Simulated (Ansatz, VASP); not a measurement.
This is a calculation of WS for Ansatz 0.2.0.

The input input.yaml:

```yaml
crystal:
  lattice:
    - [3.00789, 0.0, 0.0]
    - [0.0, 3.00789, 0.0]
    - [0.0, 0.0, 3.00789]
  atoms:
    - { symbol: W, position: [0.5, 0.5, 0.5] }
    - { symbol: S, position: [0.0, 0.0, 0.0] }
hamiltonian:
  xc: revpbe
  pseudopotentials: { kind: paw }
  dispersion: d4
kpoints:
  mp_grid: { grid: [9, 9, 9] }
scf:
  occupations: { method: fermi_dirac, width: 0.05 }
output:
  forces: true
  stress: true
  eigenvalues: true
relax:
  f_tol: 0.01
  max_steps: 40
  cell: { stress_tol: 0.05 }
```

Potentials or basis: Ansatz PAW.

Run with:

```console
$ ansatz run input.yaml --threads 2 --pin off --max-ram 5632MiB --backend cpu --events-out ev --progress --plain --runs-dir out
```

Question: Translate it to VASP 6.6.1. Potentials there: VASP PAW PBE potentials, release 64 (W_sv, S).

Answer: As run (the cutoff follows the program's own potentials):

File INCAR:

```
SYSTEM = WS
PREC     = Accurate       ! precision mode
ENCUT    = 600            ! plane-wave cutoff, eV
EDIFF    = 1E-6           ! SCF threshold, eV
ISMEAR   = -1             ! smearing method
SIGMA    = 0.05           ! smearing width, eV
LREAL    = .FALSE.        ! projectors in reciprocal space
LASPH    = .TRUE.         ! aspherical terms in the spheres
NELM     = 60             ! most SCF steps
ALGO     = Normal         ! electronic algorithm
ISIF     = 3              ! what is computed and relaxed
LWAVE    = .FALSE.        ! write WAVECAR
LCHARG   = .FALSE.        ! write CHGCAR
GGA      = RE             ! functional
IVDW     = 13             ! dispersion correction
IBRION   = 2              ! ionic algorithm
NSW      = 60             ! ionic steps
EDIFFG   = -0.01          ! ionic threshold
```

File KPOINTS:

```
Automatic mesh
0
G
  9 9 9
  0 0 0
```

Contents of POSCAR:

```
WS
1.0
    3.0078900000      0.0000000000      0.0000000000
    0.0000000000      3.0078900000      0.0000000000
    0.0000000000      0.0000000000      3.0078900000
W S
1 1
Direct
    0.5000000000      0.5000000000      0.5000000000
    0.0000000000      0.0000000000      0.0000000000
```

Potentials or basis: VASP PAW PBE potentials, release 64 (W_sv, S).

Command:

```bash
$ cat potpaw_PBE.64/W_sv/POTCAR potpaw_PBE.64/S/POTCAR > POTCAR
$ mpirun -np 1 vasp_std > vasp.out
```

Both were run:

|  | VASP | Ansatz | Ansatz less VASP |
| --- | --- | --- | --- |
| gap on the k mesh at the Fermi level, each at its own relaxed structure (eV) | none | none | - |
| relaxed volume (Å³/atom) | 13.12 | 13.10 | -0.017 |
| relaxed cell length with the largest relative difference (Å) | 2.971 | 2.970 | -0.0013 |
| energy change over the relaxation (meV/atom) | -14 | -15 | -1.0 |

A gap of «none» marks a metal or a gap that the smearing closes.

Caveats: pairwise dispersion overbinds metals, which lowers pressure and volume; the PAW data sets were made with another functional, which shifts forces and pressure a little (VASP); the plane-wave basis is chosen anew once the cell has moved, so the energies of steps on either side of that aren't comparable (Ansatz); the PAW data sets come from PBE, with cores solved anew for the run's functional, which leaves a small shift of forces and pressure (Ansatz). Spin-orbit coupling is left out, which matters for the levels of W.
